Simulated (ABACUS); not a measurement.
Mg: equation of state with PBE

The system is Mg.

```
Mg
1.0
    -1.77276    1.77276    1.77276
     1.77276   -1.77276    1.77276
     1.77276    1.77276   -1.77276
Mg
1
Direct
  0.00000 0.00000 0.00000
```

This isn't the form of Mg at room conditions, which is hcp.

```json
{"Program": "ABACUS 3.10.1", "Task": "equation of state", "Functional": "PBE", "Potentials or basis": "PseudoDojo NC SR 0.4.1 PBE standard", "Cutoff": "1143 eV", "Density cutoff": "4572 eV", "Basis": "plane waves", "k mesh": "11 × 11 × 11", "Occupations": "fermi-dirac, width 0.05 eV", "Spin": "no spin polarisation"}
```

```yaml
Equilibrium_volume: 22.88 Å³/atom
Bulk_modulus: 36 GPa
Pressure_derivative_of_the_bulk_modulus: 4.0
```

Energy against volume, from the lowest point:
| volume (Å³/atom) | energy (meV/atom) |
| --- | --- |
| 20.948 | 21.01 |
| 21.394 | 11.95 |
| 21.839 | 5.60 |
| 22.285 | 1.69 |
| 22.731 | 0.00 |
| 23.176 | 0.32 |
| 23.622 | 2.45 |

All runs of the series together: 38 s on 4 threads of Intel(R) Xeon(R) Platinum 8488C (Sapphire Rapids), with other jobs on the host.
